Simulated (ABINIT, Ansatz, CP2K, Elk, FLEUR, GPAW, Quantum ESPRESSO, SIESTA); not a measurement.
# BaSnO₃ (Pm-3m, 5 atoms in the cell) computed with different codes at matched settings

Self-consistent single point, at a second geometry (lattice scaled by 0.98). First geometry:

```
BaSnO3
1.0
    4.14223     0.00000     0.00000
    0.00000     4.14223     0.00000
    0.00000     0.00000     4.14223
Ba Sn O
1 1 3
Cartesian
  2.07111   2.07111   2.07111
  0.00000   0.00000   0.00000
  0.00000   2.07111   0.00000
  2.07111   0.00000   0.00000
  0.00000   0.00000   2.07111
```

Shared settings, as Ansatz (a first-principles code) writes them: kpoints.mp_grid.grid = 4 4 4; scf.occupations.method = fermi_dirac; scf.occupations.width = 0.05 eV. Potentials and cutoffs stand in the table.

```
code                                                                                                                                model  ΔF from the first geometry (meV/atom)  pressure (GPa)  gap on the mesh (eV)           cutoff
----------------  -----------------------------------------------------------------------------------------------------------------------  -------------------------------------  --------------  --------------------  ---------------
SIESTA            GGA PBE, numerical atomic orbitals DZP, PseudoDojo PBE standard norm-conserving potentials (rewritten from UPF to PSML)                                   64.5           18.78                 1.097      grid 400 Ry
ABINIT                                                           PBE, norm-conserving pseudopotentials (PseudoDojo nc-sr-05 PBE standard)                                   42.6           13.71                 1.530            42 Ha
Elk                                        PBE, all-electron FP-LAPW, Elk's shipped species files, APW+lo basis with extra local orbitals                                   45.0               –                 1.545         rgkmax 8
GPAW                                                                                         PBE, GPAW PAW datasets PBE (gpaw-data 1.0.1)                                   44.1               –                 1.543           950 eV
Ansatz                                                                                                                     PBE, PAW files                                   44.0           13.68                 1.547          default
FLEUR                                                                        PBE, all-electron FLAPW (FLEUR), scalar-relativistic valence                                   47.3               –                 1.513  Kmax 4.5 1/bohr
CP2K                                                              PBE, GPW, DZVP-MOLOPT-SR-GTH basis, GTH-PBE potentials (GTH_POTENTIALS)                                   63.8           17.90                 1.199      grid 500 Ry
Quantum ESPRESSO                                                                           PBE, GBRV 1.5 ultrasoft (PBE) pseudopotentials                                   49.1           15.06                 1.526            40 Ry
```

A dash marks a value that a program does not give, or that is left out as unsure.

Gaps are read on the mesh.

The spread over the programs that give each value: ΔF from the first geometry within 21.9 meV/atom; pressure within 5.10 GPa; gap on the mesh within 0.450 eV.

SIESTA and CP2K use small atom-centred bases, whose incompleteness enters pressures, forces and empty levels differently from a plane-wave cutoff. Elk and FLEUR treat all electrons, but the usual bases taken here (sphere radii, linearisation, local orbitals, empty states) were not tested for convergence, so the values are no reference for the others. Ansatz's pressure is given at a fixed set of plane waves, as the other plane-wave codes print theirs; with its correction for the finite basis it is 14.03 GPa (the shift of 0.35 GPa shows how far the cutoff is from converged). The pressure of GPAW is left out: its cutoff lies under the one at which its stress was checked. In the pressure, SIESTA (by 5.07), CP2K (by 4.19) and Quantum ESPRESSO (by 1.35) lie more than 1 GPa from the median of the plane-wave programs. In the gap, SIESTA (by 0.440) and CP2K (by 0.338) lie more than 0.12 eV from the median of the plane-wave programs.

The starting cell comes from a database of computed structures (which also holds hypothetical and non-ambient phases and stackings), without a prior relaxation at this level. Its lattice was rescaled by a random factor within 2.5 % of one. For this run, on top of that: lattice scaled by 0.98.

Keys are those of Ansatz 0.2.
